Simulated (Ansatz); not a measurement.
SnO2 in Ansatz: the effect of functional

The system is SnO2.

```xyz
12
Lattice="-3.2489 3.4145 3.4140 3.2489 -3.4145 3.4140 3.2489 3.4145 -3.4140" Properties=species:S:1:pos:R:3 pbc="T T T"
Sn   -1.6244    1.7072    1.7070
Sn    1.6244    1.7072    1.7070
Sn    3.2489   -1.7072    1.7316
Sn    0.0000    5.1217    1.6824
O     1.6068    1.7072    3.7998
O    -1.6068    1.7072    3.7998
O     0.0000    0.3858    1.6793
O     0.0000    3.0287    1.6793
O     3.2489    0.3858    1.7347
O     4.8557    1.7072   -0.3858
O     3.2489    3.0287    1.7347
O     1.6421    1.7072   -0.3858
```

The cell is a database's computed one.

Alike in all runs:

- Program: Ansatz 0.2.0
- Task: band structure
- Potentials or basis: Ansatz PAW
- Cutoff: 420 eV (not typed: the program's choice for these potentials)
- k mesh: 5 × 5 × 5
- Occupations: fermi-dirac, width 0.05 eV
- Spin: no spin polarisation

| functional | gap on the mesh (eV) | pressure (GPa) |
| --- | --- | --- |
| LDA | 0.48 | -11.5 |
| PBE | 0.63 | -0.8 |
| PBEsol | 0.53 | -6.6 |
| RPBE | 0.72 | 3.1 |
| revPBE | ? | ? |
| BLYP | 0.65 | 4.3 |

Q: What does the run with functional revPBE give?

A: gap on the mesh 0.69 eV; pressure 2.0 GPa.

Caveats: spin-orbit coupling is left out, which moves the levels of the heavy elements; the PAW data sets come from PBE, with cores solved anew for the run's functional, which leaves a small shift of forces and pressure (some runs).

